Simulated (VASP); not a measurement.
**Se: single point with PBE**

Se:

```xyz
1
Lattice="2.8414 0.0000 0.0000 0.0000 2.8414 0.0000 0.0000 0.0000 2.8108" Properties=species:S:1:pos:R:3 pbc="T T T"
Se    1.4207    1.4207    0.0000
```

The cell was built by a generator and needn't be a form met in nature.

The cell isn't the ideal one: random cell by space group and Wyckoff sites (P4/mmm, No. 123).

```
Program             : VASP 6.6.1
Task                : single point
Functional          : PBE
Potentials or basis : VASP PAW PBE potentials, release 64 (Se)
Cutoff              : 520 eV
k mesh              : 18 × 18 × 20
Occupations         : gaussian, width 0.1 eV
Spin                : no spin polarisation
```

```yaml
Pressure: 0.0 GPa
Band_gap_on_the_k_mesh: none (metal or under the smearing width)
```

Levels at points of the mesh, in eV from the Fermi level:
```tsv
k point	band 1	band 2	band 3	band 4	band 5	band 6	band 7	band 8
(0.00, 0.00, 0.00)	-16.01	1.28	1.28	1.56	7.67	7.70	7.99	21.96
(0.50, 0.00, 0.00)	-14.01	-6.89	2.65	2.93	9.89	11.52	12.55	13.42
(0.50, 0.50, 0.00)	-12.03	-5.01	-5.01	2.96	4.16	13.39	15.89	15.89
(0.00, 0.00, 0.50)	-13.88	-6.95	2.74	2.74	9.94	11.49	12.42	13.40
(0.50, 0.00, 0.50)	-11.89	-5.08	-4.91	2.98	3.99	13.31	15.54	15.68
(0.50, 0.50, 0.50)	-9.86	-3.44	-3.25	-3.25	5.82	5.82	5.94	9.96
```

It took 64 s on 1 thread of Intel(R) Xeon(R) Platinum 8259CL CPU @ 2.50GHz (Skylake/Cascade Lake), on a shared host, peak memory 0.23 GiB.
